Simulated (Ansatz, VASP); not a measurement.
# Se: VASP beside Ansatz

```
Se
1.0
     2.80312    0.00000    0.00000
     0.00000    2.80312    0.00000
     0.00000    0.00000    2.80312
Se
1
Cartesian
  0.0000 0.0000 0.0000
```

Alike in both runs: task single point; functional PBE; k mesh 14 × 14 × 14; occupations gaussian, width 0.1 eV; no spin polarisation.

|  | VASP | Ansatz |
| --- | --- | --- |
| version | VASP 6.6.1 | Ansatz 0.2.0 |
| potentials or method | VASP PAW PBE potentials, release 64 (Se) | scalar-relativistic, plane waves, PAW |
| plane-wave cutoff (eV) | 520 | 420 |
| valence electrons in the cell | 6 | 16 |

Ansatz gave:

```
gap on the k mesh at the Fermi level (eV) : none
pressure (GPa)                            : 2.1
```

Problem. Estimate VASP's values.

Solution. gap on the k mesh at the Fermi level (eV): none; pressure (GPa): 2.2.

A gap of «none» marks a metal or a gap that the smearing closes. The two sets of potentials don't hold the same shells in valence.
